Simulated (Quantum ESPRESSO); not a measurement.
Crystal: Hf.

```
Hf
1.0
     3.15350    0.00000    0.00000
    -1.57675    2.73101    0.00000
     0.00000    0.00000    4.98944
Hf
2
Direct
  0.66667 0.33333 0.75000
  0.33333 0.66667 0.25000
```

The cell isn't the ideal one: volume scaled by 0.96.

- Program: Quantum ESPRESSO 7.5
- Task: relaxation of cell and atoms
- Functional: PW91
- Potentials or basis: PseudoDojo 0.4 FR PBE standard
- Cutoff: 789 eV
- Density cutoff: 3157 eV
- k mesh: 6 × 6 × 3
- Occupations: gaussian, width 0.1 eV
- Spin: spin-orbit coupling, no magnetisation

At the start: pressure 5.7 GPa; volume 21.49 Å³/atom.

Q: Where does the relaxation end?

A: Over 4 steps the energy falls by 18.5 meV/atom and the volume is 22.55 Å³/atom (+5.0 %); space group P6_3/mmc (No. 194, to 0.05 Å).

The path:
```tsv
step	energy change (eV)	largest force (eV/Å)	pressure (GPa)	volume (Å³)
1	0.0000	0.0000	5.70	42.97
2	-0.0209	0.0000	3.67	43.68
3	-0.0370	0.0000	0.08	45.06
4	-0.0371	0.0000	-0.01	45.10
```

Final structure:
```cif
data_structure
_symmetry_space_group_name_H-M 'P 1'
_symmetry_Int_Tables_number 1
_cell_length_a 3.2014
_cell_length_b 3.2014
_cell_length_c 5.0809
_cell_angle_alpha 90.000
_cell_angle_beta 90.000
_cell_angle_gamma 120.000
_cell_volume 45.10
loop_
_atom_site_label
_atom_site_type_symbol
_atom_site_fract_x
_atom_site_fract_y
_atom_site_fract_z
_atom_site_occupancy
Hf1 Hf 0.66667 0.33333 0.75000 1
Hf2 Hf 0.33333 0.66667 0.25000 1
```

Caveat: the k mesh is coarse (spacing up to 0.42 Å⁻¹), so the values aren't converged; the potentials were made for another functional, which shifts forces and pressure.
